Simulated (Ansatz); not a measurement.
# KF: energy against volume in PBE, exact exchange and the RPA

The task here is to estimate one member of a computed series from the others.

Program: Ansatz 0.2.0. PBE orbitals, norm-conserving pseudopotentials, plane waves. No spin polarisation. The prototype was imposed, so other structures may be more stable.

**Starting point**

The cell was relaxed beforehand with r2SCAN; volume changes: +0 %, -5 %, +5 %, -10 %, +10 %.

It is hexagonal, P6_3/mmc (No. 194); a = 3.660 Å, c = 6.479 Å in the conventional setting, 18.79 Å³ an atom. Around K lie 6 F at 2.66 Å; around F lie 6 K at 2.66 Å.

As a file:

Space group P6_3/mmc (No. 194). a = 3.660 Å, b = 3.660 Å, c = 6.479 Å, α = 90.00°, β = 90.00°, γ = 120.00°
| atom | site | symmetry | x | y | z |
| --- | --- | --- | --- | --- | --- |
| K | 2a | -3m. | 0.0000 | 0.0000 | 0.0000 |
| F | 2c | -6m2 | 0.3333 | 0.6667 | 0.2500 |

Set-up of the first run:

The input, input.yaml:

```yaml
crystal:
  lattice:
    - [3.6599347813, 0.0, 0.0]
    - [-1.8299673906, 3.1695964968, 0.0]
    - [0.0, 0.0, 6.4788134853]
  atoms:
    - { symbol: K, position: [0.0, 0.0, 0.0] }
    - { symbol: K, position: [0.0, 0.0, 0.5] }
    - { symbol: F, position: [0.3333333333, 0.6666666667, 0.25] }
    - { symbol: F, position: [0.6666666667, 0.3333333333, 0.75] }
kpoints:
  mp_grid: { grid: [6, 6, 2] }
hamiltonian:
  xc: pbe
  pseudopotentials: { kind: nc }
scf:
  occupations: { method: fixed }
output:
  rpa_energy:
    ecut_chi_ladder: [156, 175, 194, 215, 236]
    long_wavelength: optical_limit
  write_density: true
  write_potential: true
  elf: true
  volumetric_format: npy
basis:
  ecutwfc: 1320.0
```

Among the steps run: The unscaled cell; Volume -5 %; Volume +5 %; Volume -10 %; Volume +10 %.

One of the session's tables, all rows but one given; the rest of the session is left out.

Energies in meV/atom from the unscaled cell:

| volume (Å³/atom) | PBE | exact exchange | EXX+RPA | RPA correlation |
| --- | --- | --- | --- | --- |
| 16.910 | 50.3 | 66.3 | 27.7 | -38.6 |
| 17.850 | ? | ? | ? | ? |
| 18.789 | 0.0 | 0.0 | 0.0 | 0.0 |
| 19.729 | -6.6 | -11.7 | 2.1 | 13.9 |
| 20.668 | -4.7 | -13.7 | 16.0 | 29.7 |

Estimate the missing values for volume (Å³/atom) = 17.850.

Worked estimate for «PBE». A straight line through the neighbours (16.910, 50.3) and (18.789, 0.0) gives 50.3 + (0.0 − 50.3) × (17.850 − 16.910) / (18.789 − 16.910) = 25.1; a parabola fitted to 3 rows on both sides gives 19.0.

The run gave: PBE: 17.8; exact exchange: 24.6; EXX+RPA: 10.3; RPA correlation: -14.3. In «PBE» the line misses by +7.3 and the parabola by +1.2.
